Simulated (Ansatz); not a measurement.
## A computed series for NaF: pressure series

Consider NaF in the rock salt structure (space group Fm-3m, No. 225; a = 4.7016 Å).

Cell and atoms are relaxed at each pressure.

Computed with PBE/PAW in Ansatz (an electronic-structure program), without spin-orbit coupling.

| P (GPa) | V (Å³/atom) |
|---|---|
| -2.00 | 13.653 |
| -1.00 | 13.297 |
| 0.89 | 12.742 |
| 2.09 | 12.449 |
| 4.49 | 11.953 |
| 14.99 | 10.547 |
| 22.49 | 9.909 |
| 29.99 | 9.421 |

Question: Fit a third-order Birch–Murnaghan equation of state.

Answer: Least squares on P(V) = (3B₀/2)[(V₀/V)^(7/3) − (V₀/V)^(5/3)]·[1 + (3/4)(B₀′ − 4)((V₀/V)^(2/3) − 1)] gives V₀ = 12.99 Å³/atom, B₀ = 45 GPa and B₀′ = 4.5.

Measured bulk modulus of NaF: 53.1 GPa (static lattice; corrected from measurement; as listed in Daniel Mejia-Rodriguez, S. B. Trickey, Phys. Rev. B (2018)); the computed value is 16 % below it.

Between the base and pressure 4.5 GPa the gap moves from 6.09 eV to 6.54 eV, a mean slope of 100 meV/GPa.

Load acts through the strain it causes; cell and atoms are relaxed under it. Whether these cells are dynamically stable was not tested. Competing high-pressure phases were not computed.
